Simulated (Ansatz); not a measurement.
# HfO2: the cost of one run

Method: DFT r2SCAN, scalar-relativistic, plane waves, PAW, in Ansatz 0.2.0.

## 1. The starting structure

The structure is tetragonal, space group I-42d (No. 122). The conventional cell has a = 4.949 Å, b = 4.949 Å, c = 7.318 Å, α = 90.00°, β = 90.00°, γ = 90.00°. Si (site symmetry -4) has 4 O at 1.61 Å as nearest neighbours. O (site symmetry 2) is surrounded by 2 Si at 1.61 Å.

As a file:

```
Si O
1.0
    -2.47439    2.47439    3.65893
     2.47439   -2.47439    3.65893
     2.47439    2.47439   -3.65893
Si O
2 4
Direct
  0.00000 0.00000 0.00000
  0.75000 0.25000 0.50000
  0.37500 0.22246 0.34746
  0.97246 0.62500 0.84746
  0.77754 0.12500 0.15254
  0.87500 0.02754 0.65254
```

It goes back to an entry of the Materials Project, which need not be the stable form.

It is the result of an earlier relaxation at this level (volume 14.93 Å³/atom; gap on the mesh: 6.55 eV).

## 2. Si → Hf: the starting cell

The start of HfO2: fractional positions of relaxed SiO2, cell scaled by 1.158, a guess from tabulated radii.

## 3. A first look at the start (HfO2)

input.yaml reads:

```yaml
crystal:
  lattice:
    - [-2.8653478174, 2.8653478174, 4.2370410732]
    - [2.8653478174, -2.8653478174, 4.2370410732]
    - [2.8653478174, 2.8653478174, -4.2370410732]
  atoms:
    - { symbol: Hf, position: [0.0, 0.0, 0.0] }
    - { symbol: Hf, position: [0.75, 0.25, 0.5] }
    - { symbol: O, position: [0.375, 0.2224564639, 0.3474564639] }
    - { symbol: O, position: [0.9724564639, 0.625, 0.8474564639] }
    - { symbol: O, position: [0.7775435361, 0.125, 0.1525435361] }
    - { symbol: O, position: [0.875, 0.0275435361, 0.6525435361] }
basis:
  ecutwfc: 500
kpoints:
  mp_grid: { grid: [4, 4, 4] }
hamiltonian:
  xc: r2scan
scf:
  occupations: { method: gaussian, width: 0.1 }
output:
  forces: true
  stress: true
  eigenvalues: true
```

Launch:

```sh
$ ansatz run input.yaml --threads 1 --pin off --max-ram 2560MiB --backend cpu --events-out ev --progress --plain --runs-dir out
```

**Question.** How long does this run take on 1 thread of Intel Xeon Platinum 8488C (Sapphire Rapids), shared host, and how much memory does it need?

About 10 s, with a peak of 0.77 GiB.
